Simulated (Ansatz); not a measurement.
# Nuclear-site quantities of CaSe as the cell is scaled

```
CELL_PARAMETERS angstrom
0.00000 2.95600 2.95600
2.95600 0.00000 2.95600
2.95600 2.95600 0.00000
ATOMIC_POSITIONS crystal
Ca 0.00000 0.00000 0.00000
Se 0.50000 0.50000 0.50000
```

Atoms are numbered in the order listed.

The cell is COD entry 1010880, as deposited and not checked against the literature; nothing was relaxed. It is an old determination, and later ones may differ.

Level of theory: DFT, PBE, all-electron PAW with datasets made for the crystal, scalar-relativistic (Ansatz 0.2.0).

Sampling and basis: a Γ-centred 7×7×7 k mesh, Fermi–Dirac smearing of 0.02 eV, cutoff 220 eV (chosen by the program for this cell), no spin polarisation.

The contact density is the mean electron density over the nuclear volume; its changes follow the s electrons' response to bonding and compression. Changes below are taken from the unscaled cell, where it is 41298 e/Å³ at Ca1, 262939 e/Å³ at Se2.

```json
{"V/V(cell)": "0.9500", "P (GPa)": "4.2", "Δρ(0) Ca1 (e/Å³)": "?", "Δρ(0) Se2 (e/Å³)": "?"}
{"V/V(cell)": "1.0000", "P (GPa)": "1.2", "Δρ(0) Ca1 (e/Å³)": "0.00", "Δρ(0) Se2 (e/Å³)": "0.00"}
{"V/V(cell)": "1.0500", "P (GPa)": "-1.2", "Δρ(0) Ca1 (e/Å³)": "?", "Δρ(0) Se2 (e/Å³)": "0.67"}
```

What belongs in the row "0.9500", column "Δρ(0) Ca1 (e/Å³)"?

0.12.

Give the missing entry: row "1.0500", column "Δρ(0) Ca1 (e/Å³)".

-0.11.

Give the missing entry: row "0.9500", column "Δρ(0) Se2 (e/Å³)".

-0.62.

The datasets are made afresh for each cell, so very small changes are uncertain.
